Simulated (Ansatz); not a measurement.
# Si: what symmetry allows forces and stress to be

```
Si
1.0
     2.70146   -0.02418    0.00000
    -1.37167    2.37579    0.00000
     0.00000    0.00000    4.86091
Si
2
Cartesian
  -0.1013 1.5254 1.2152
  1.4311 0.8262 3.6457
```

Theory: DFT PBE, scalar-relativistic, plane waves, PAW in Ansatz 0.2.0.

Settings: cutoff 420 eV, Γ-centred mesh 16×16×8 on the computed 2-atom cell, Gaussian smearing of 0.10 eV; no spin polarisation.

This distorted cell has space group Cmcm, with 8 operations.

Problem. Without a calculation: in which directions can each atom feel a force?

Solution. A force must be left unchanged by every operation that keeps its atom in place, so it lies in the space that those operations leave fixed. Atoms that the group maps onto each other feel forces of one size.
```csv
atom,site symmetry,operations at the site,equivalent to atom,allowed force (Cartesian)
Si1,m2m,4,1,"along (0.87, 0.50, 0.00)"
Si2,m2m,4,1,"along (0.87, 0.50, 0.00)"
```

That leaves 1 independent force component of 6. A relaxation in this cell that keeps the symmetry moves the atoms in these directions alone.

Problem. And the stress tensor?

Solution. It must be invariant under the point group, which leaves 3 independent components: yz, xz vanish. Further linear relations between components hold in this frame.

Problem. Do the computed values obey this?

Solution. Yes. Forces (eV/Å):
```
Si1 -0.167 -0.096  0.000
Si2  0.167  0.096  0.000
```

Stress (GPa, compression positive, xx yy zz yz xz xy): -4.06 -4.35 -7.44 0.00 0.00 0.24. The program imposes the same operations on density, forces and stress, so this confirms the analysis and is no independent test of the calculation.

This form isn't the element's structure at ambient conditions.